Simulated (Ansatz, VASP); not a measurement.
## WC (Qusongite) in VASP and in Ansatz

```xyz
2
Lattice="2.9257 0.0000 0.0000 -1.4629 2.5338 0.0000 0.0000 0.0000 2.8554" Properties=species:S:1:pos:R:3 pbc="T T T"
W     0.0000    0.0000    0.0000
C     1.4629    0.8446    1.4277
```

Change from the starting cell: volume scaled by 1.02.

Alike in both runs: task single point; functional PBEsol; k mesh 10 × 10 × 9; occupations fermi-dirac, width 0.05 eV; no spin polarisation.

|  | VASP | Ansatz |
| --- | --- | --- |
| version | VASP 6.6.1 | Ansatz 0.2.0 |
| potentials or method | VASP PAW PBE potentials, release 64 (W_sv, C) | Ansatz PAW |
| plane-wave cutoff (eV) | 520 | 420 |
| valence electrons in the cell | 18 | 18 |

VASP gave:

| Quantity | Value |
| --- | --- |
| gap on the k mesh at the Fermi level (eV) | none |
| pressure (GPa) | -9.9 |
| largest component of the traceless stress (GPa) | 1.55 |

Question: Which values does Ansatz return?

Answer: gap on the k mesh at the Fermi level (eV): none; pressure (GPa): -11.0; largest component of the traceless stress (GPa): 1.75.

A gap of «none» marks a metal or a gap that the smearing closes.

Caveats: the PAW data sets were made with another functional, which shifts forces and pressure a little (VASP); the PAW data sets come from PBE, with cores solved anew for the run's functional, which leaves a small shift of forces and pressure (Ansatz). The runs have no spin-orbit coupling, so splittings on W are missing.
